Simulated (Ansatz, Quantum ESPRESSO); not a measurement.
# Ballistic conductance of 12 planar junctions in two codes

Do pwcond's layer matching and a second code's give the same conductance at the Fermi level?

**Method.** Quantum ESPRESSO 7.5 (pw.x, pwcond.x; lead and junction from one periodic cell, ewind 4 Ry, epsproj 1e-5, nz1 7) and Ansatz 0.2.0 (PAW) on the same atoms and the same mesh across the current. Geometries are as built. G counts both spins, in G₀ = 2e²/h = 77.48 µS.

The runs side by side:

| junction | level of pw.x | lead channels per spin | pwcond (G₀) | Ansatz (G₀) | ratio | area over G (fΩ m²) |
| --- | --- | --- | --- | --- | --- | --- |
| vacuum gap of 6.0 Å between two Pb(111) faces ‡ | PBE, GBRV ultrasoft | 1.23 | 0.0329 | 0.0365 | 0.90 | 43 |
| vacuum gap of 5.0 Å between two Au(100) faces | PBE, JTH PAW | 0.92 | 0.0312 | 0.0324 | 0.96 | 35.9 |
| vacuum gap of 5.0 Å between two Au(111) faces ‡ | PBE, JTH PAW | 0.62 | 0.0267 | 0.0288 | 0.93 | 36.4 |
| 3 layers of Na in V(110), on the host's sites | PBE, GBRV ultrasoft | 1.70 | 0.026 | 0.0221 | 1.18 | 31.3 |
| vacuum gap of 5.0 Å between two Cu(111) faces ‡ | PBE, GBRV ultrasoft | 0.81 | 0.0242 | 0.0247 | 0.98 | 30.6 |
| vacuum gap of 7.0 Å between two Nb(110) faces | PBEsol, GBRV ultrasoft | 1.73 | 0.0199 | 0.0203 | 0.98 | 50.6 |
| 2 layers of NaF(001) between Nb(100) leads | PBE, GBRV ultrasoft | 2.75 | 0.0181 | 0.0151 | 1.20 | 78.7 |
| 2 layers of hexagonal BN between Cu(111) leads, 2.3 Å off each face ‡ | PBE, GBRV ultrasoft | 0.81 | 0.0133 | 0.0124 | 1.08 | 55.6 |
| vacuum gap of 6.0 Å between two Ir(100) faces | LDA, GBRV ultrasoft | 1.92 | 0.0129 | 0.0131 | 0.98 | 74.9 |
| vacuum gap of 6.0 Å between two Al(111) faces | PBE, GBRV ultrasoft | 1.51 | 0.0119 | 0.0111 | 1.07 | 76.9 |
| 3 layers of CaO(001) between Mo(100) leads | PBEsol, GBRV ultrasoft | 1.49 | 0.0105 | 0.00951 | 1.10 | 123 |
| vacuum gap of 6.0 Å between two Co(111) faces ‡ † | PBE, GBRV ultrasoft | - | 0.00569 | 0.00451 | 1.26 | in doubt |

**Answer.** The conductance spans 0.00569 to 0.0329 G₀. The codes agree within 5 % on 4 and within 15 % on 9 of 12 junctions; the widest gap is a ratio of 1.26 (vacuum gap of 6.0 Å between two Co(111) faces ‡), where at least one of the two values is off. By hand, for the first row: A/G = 10.956e−20 m² / (0.0329 × 7.748e−5 S) = 43 fΩ m².

What the numbers leave out: ‡ marks rows that fail one of these tests: mean channel counts within 15 %, counts alike on 88 % of the mesh's weight, T within a factor of two, a step under 100 meV across the lead's period. They stay in the counts above, and unmarked rows can lie close to these limits. † keeps a magnetic moment. Rows without a moment ran or ended unpolarised, and spin-orbit coupling is left out. Leads are short, and the mesh across the current differs between rows and was not tested: the channel count of one lead shows how much it matters. Vacuum gaps count between atomic planes. Rows were grouped by the size of G.
